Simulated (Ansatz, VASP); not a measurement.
**One calculation of TaN, two programs**

File INCAR:

```
PREC = Accurate ; ENCUT = 520
EDIFF = 1E-6 ; ISMEAR = -1
SIGMA = 0.05 ; LREAL = F
LASPH = T ; NELM = 60
ALGO = Fast ; ISIF = 2
LWAVE = F ; LCHARG = F
MAGMOM = 0 0 0 0 0 0 0 0 0 0 0 0 ; LORBIT = 11
LSORBIT = T ; GGA_COMPAT = F
LMAXMIX = 4 ; GGA = PS
```

File KPOINTS:

```
Automatic mesh
0
Gamma
  7 7 4
```

POSCAR

```
TaN
1.0
    2.9217699809      0.0000000000      0.0000000000
   -1.4608849905      2.5303270275      0.0000000000
    0.0000000000      0.0000000000      5.9165150000
Ta N
2 2
Direct
    0.0000000000      0.0000000000      0.5000000000
    0.0000000000      0.0000000000      0.0000000000
    0.3333333333      0.6666666667      0.2500000000
    0.6666666667      0.3333333333      0.7500000000
```

File KPOINTS_OPT:

```
path GMKGALHA,LM,KH
15
line-mode
reciprocal
 0.0000000000  0.0000000000  0.0000000000  G
 0.5000000000  0.0000000000  0.0000000000  M

 0.5000000000  0.0000000000  0.0000000000  M
 0.3333333333  0.3333333333  0.0000000000  K

 0.3333333333  0.3333333333  0.0000000000  K
 0.0000000000  0.0000000000  0.0000000000  G

 0.0000000000  0.0000000000  0.0000000000  G
 0.0000000000  0.0000000000  0.5000000000  A

 0.0000000000  0.0000000000  0.5000000000  A
 0.5000000000  0.0000000000  0.5000000000  L

 0.5000000000  0.0000000000  0.5000000000  L
 0.3333333333  0.3333333333  0.5000000000  H

 0.3333333333  0.3333333333  0.5000000000  H
 0.0000000000  0.0000000000  0.5000000000  A

 0.5000000000  0.0000000000  0.5000000000  L
 0.5000000000  0.0000000000  0.0000000000  M

 0.3333333333  0.3333333333  0.0000000000  K
 0.3333333333  0.3333333333  0.5000000000  H
```

The input input.yaml:

```yaml
crystal:
  lattice:
    - [2.9217699809, 0.0, 0.0]
    - [-1.4608849905, 2.5303270275, 0.0]
    - [0.0, 0.0, 5.916515]
  atoms:
    - { symbol: Ta, position: [0.0, 0.0, 0.5] }
    - { symbol: Ta, position: [0.0, 0.0, 0.0] }
    - { symbol: "N", position: [0.3333333333, 0.6666666667, 0.25] }
    - { symbol: "N", position: [0.6666666667, 0.3333333333, 0.75] }
hamiltonian:
  xc: pbesol
  pseudopotentials: { kind: paw_fr }
magnetization:
  noncollinear: true
  spin_orbit: true
kpoints:
  mp_grid: { grid: [7, 7, 4] }
  band_path:
    path:
      - [[0.0, 0.0, 0.0], [0.5, 0.0, 0.0], [0.3333333333, 0.3333333333, 0.0], [0.0, 0.0, 0.0], [0.0, 0.0, 0.5], [0.5, 0.0, 0.5], [0.3333333333, 0.3333333333, 0.5], [0.0, 0.0, 0.5]]
      - [[0.5, 0.0, 0.5], [0.5, 0.0, 0.0]]
      - [[0.3333333333, 0.3333333333, 0.0], [0.3333333333, 0.3333333333, 0.5]]
    npoints: 14
scf:
  occupations: { method: fermi_dirac, width: 0.05 }
  n_extra_bands: 10
output:
  forces: true
  stress: true
  eigenvalues: true
  fatbands: true
  write_density: true
  write_potential: true
  elf: true
  volumetric_format: npy
```

The cell comes from a database or a generator and needn't be the stable form of this composition.

Alike in both runs: task band structure; functional PBEsol; k mesh 7 × 7 × 4; occupations fermi-dirac, width 0.05 eV; spin-orbit coupling, no magnetisation.

|  | VASP | Ansatz |
| --- | --- | --- |
| version | VASP 6.6.1 | Ansatz 0.2.0 |
| potentials or method | VASP PAW PBE potentials, release 64 (Ta_pv, N) | Ansatz PAW |
| plane-wave cutoff (eV) | 520 | 420 |
| valence electrons in the cell | 32 | 36 |

|  | VASP | Ansatz | Ansatz less VASP |
| --- | --- | --- | --- |
| gap on the k mesh at the Fermi level (eV) | none | none | - |
| pressure (GPa) | -9.2 | -10.6 | -1.37 |
| largest component of the traceless stress (GPa) | 0.58 | 0.49 | -0.093 |

A gap of «none» marks a metal or a gap that the smearing closes. With one functional, cell and mesh, what is left measures potentials, basis and numerics. The two sets of potentials don't hold the same shells in valence.

Caveats: the PAW data sets were made with another functional, which shifts forces and pressure a little (VASP); the pressure holds a Pulay correction of +0.5 GPa for the finite cutoff (Ansatz); the PAW data sets come from PBE, with cores solved anew for the run's functional, which leaves a small shift of forces and pressure (Ansatz).
